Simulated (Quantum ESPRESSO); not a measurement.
## Na under changes of volume

One of the cells (37.168 Å³/atom); the others are scaled copies at fixed shape and fractional positions:

```xyz
4
Lattice="3.7004 0.0000 0.0000 -1.8502 3.2046 0.0000 0.0000 0.0000 12.5373" Properties=species:S:1:pos:R:3 pbc="T T T"
Na    1.8502    1.0682    9.4030
Na    0.0000    0.0000    6.2687
Na    0.0000    2.1364    3.1343
Na    0.0000    0.0000    0.0000
```

This isn't the form of Na at room conditions, which is bcc.

```yaml
Program: Quantum ESPRESSO 7.5
Functional: r2SCAN
Potentials_or_basis: SG15 PBE 1.2
Cutoff: 952 eV
Density_cutoff: 3810 eV
k_mesh: 4 × 4 × 2
Occupations: fermi-dirac, width 0.05 eV
Spin: no spin polarisation
```

```csv
volume (Å³/atom),energy over the lowest point (meV/atom),pressure (GPa)
34.938,?,?
35.681,7.85,0.5
36.425,4.69,0.3
37.168,2.34,0.2
37.911,0.81,0.0
38.655,0.07,-0.1
39.398,0.00,-0.3
```

Task: What does the run at 34.938 Å³/atom give?

Result: Energy over the lowest point 11.96 meV/atom; pressure 0.7 GPa.

Worked out: A Birch-Murnaghan fit of order 3 (a polynomial in V^(-2/3)) to the other rows has its minimum at 39.08 Å³/atom with B0 = V·E''(V) = 7.9 GPa (rough, since the energies scatter) at fixed shape and positions, which overstates the stiffness. It gives 11.92 meV/atom at 34.938 Å³/atom, against the run's 11.96, and -dE/dV = 1.0 GPa, against 0.7.

Energies are extrapolated to zero smearing.

Caveats: all runs use coarse meshes; the potentials were made for another functional, which shifts forces and pressure.
